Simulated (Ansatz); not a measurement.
The system is I.

```
I
1.0
     3.63503   -2.39502    0.00000
     3.63503    2.39502    0.00000
     0.00000    0.00000    9.79344
I
4
Direct
  0.64930 0.35070 0.38440
  0.14930 0.85070 0.11560
  0.35070 0.64930 0.61560
  0.85070 0.14930 0.88440
```

Base run:

| Item | Value |
| --- | --- |
| Program | Ansatz 0.2.0 |
| Functional | PBE |
| Potentials or basis | Ansatz PAW |
| Cutoff | 420 eV (not typed: the program's choice for these potentials) |
| k mesh | 7 × 7 × 3 |
| Occupations | fermi-dirac, width 0.05 eV |
| Spin | spin-orbit coupling, no magnetisation |

Its results: band gap on the k mesh 1.13 eV, indirect (least direct gap 1.28 eV); pressure 2.1 GPa; largest force 1.003 eV/Å.

Problem. The run is repeated on the same cell with these changes: spin from spin-orbit coupling, no magnetisation to no spin polarisation; potential files from those of the base run to others of the same set. What comes out?

Solution. Band gap on the k mesh 1.33 eV, indirect (least direct gap 1.41 eV); pressure 1.8 GPa; largest force 0.859 eV/Å.

Spin-orbit coupling splits the band edges, which narrows the gap.

Caveats: the k mesh misses the band edges, so the gap on the mesh is wider than the one along the path (some runs); forces of over 1 eV/Å show positions far from the minimum, so gaps and moduli don't describe the material at rest (some runs); spin-orbit coupling is left out, which moves the levels of the heavy elements (some runs).
